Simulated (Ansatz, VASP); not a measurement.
## One calculation of TePb, two programs

```
CELL_PARAMETERS angstrom
0.00000 3.23100 3.23100
3.23100 0.00000 3.23100
3.23100 3.23100 0.00000
ATOMIC_POSITIONS crystal
Pb 0.00000 0.00000 0.00000
Te 0.50000 0.50000 0.50000
```

Alike in both runs: task relaxation of cell and atoms; functional PBE; dispersion D4; k mesh 7 × 7 × 7; occupations fermi-dirac, width 0.05 eV; no spin polarisation.

|  | VASP | Ansatz |
| --- | --- | --- |
| version | VASP 6.6.1 | Ansatz 0.2.0 |
| potentials or method | VASP PAW PBE potentials, release 64 (Pb_d, Te) | Ansatz PAW |
| plane-wave cutoff (eV) | 600 | 420 |
| valence electrons in the cell | 20 | 30 |

Ansatz gave:

| Item | Value |
| --- | --- |
| gap on the k mesh at the Fermi level, each at its own relaxed structure (eV) | 1.02 |
| relaxed volume (Å³/atom) | 33.89 |
| relaxed cell length with the largest relative difference (Å) | 4.577 |

Task: Which values does VASP return?

Result: gap on the k mesh at the Fermi level, each at its own relaxed structure (eV): 1.02; relaxed volume (Å³/atom): 33.88; relaxed cell length with the largest relative difference (Å): 4.576.

The two sets of potentials don't hold the same shells in valence.

Caveats: the plane-wave basis is chosen anew once the cell has moved, so the energies of steps on either side of that aren't comparable (Ansatz). Zero-point motion and thermal expansion aren't in these numbers. Spin-orbit coupling is left out, which matters for the levels of Pb, Te.
